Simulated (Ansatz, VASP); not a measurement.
## Sn: VASP beside Ansatz

Contents of INCAR:

```
ALGO = Normal ; EDIFF = 1E-7
ENCUT = 520 ; GGA = PS
ISIF = 2 ; ISMEAR = -1
LASPH = True ; LCHARG = False
LREAL = False ; LWAVE = False
NBANDS = 21 ; NELM = 60
PREC = Accurate ; SIGMA = 0.05
```

The input KPOINTS:

```
k-points
0
Gamma
  7 7 7
```

The input POSCAR:

```
Sn
1.0
    0.0000000000      3.2967577782      3.2967577782
    3.2967577782      0.0000000000      3.2967577782
    3.2967577782      3.2967577782      0.0000000000
Sn
2
Direct
    0.7500000000      0.7500000000      0.7500000000
    0.5000000000      0.5000000000      0.5000000000
```

File input.yaml:

```yaml
crystal:
  lattice:
    - [0.0, 3.2967577782, 3.2967577782]
    - [3.2967577782, 0.0, 3.2967577782]
    - [3.2967577782, 3.2967577782, 0.0]
  atoms:
    - { symbol: Sn, position: [0.75, 0.75, 0.75] }
    - { symbol: Sn, position: [0.5, 0.5, 0.5] }
hamiltonian:
  xc: pbesol
  pseudopotentials: { kind: paw }
kpoints:
  mp_grid: { grid: [7, 7, 7] }
scf:
  occupations: { method: fermi_dirac, width: 0.05 }
output:
  forces: true
  stress: true
  eigenvalues: true
```

Change from the starting cell: volume scaled by 1.06.

Alike in both runs: task single point; functional PBEsol; k mesh 7 × 7 × 7; occupations fermi-dirac, width 0.05 eV; no spin polarisation.

```csv
,VASP,Ansatz
version,VASP 6.6.1,Ansatz 0.2.0
potentials or method,"VASP PAW PBE potentials, release 64 (Sn_d)",Ansatz PAW
plane-wave cutoff (eV),520,420
valence electrons in the cell,28,28
```

VASP gave:

* gap on the k mesh at the Fermi level (eV): none
* pressure (GPa): -1.0

Which values does Ansatz return?

gap on the k mesh at the Fermi level (eV): none; pressure (GPa): -0.9.

A gap of «none» marks a metal or a gap that the smearing closes. The functional is the same, so the differences come from potentials, cutoffs and numerics.

Caveats: the PAW data sets were made with another functional, which shifts forces and pressure a little (VASP); the PAW data sets come from PBE, with cores solved anew for the run's functional, which leaves a small shift of forces and pressure (Ansatz).
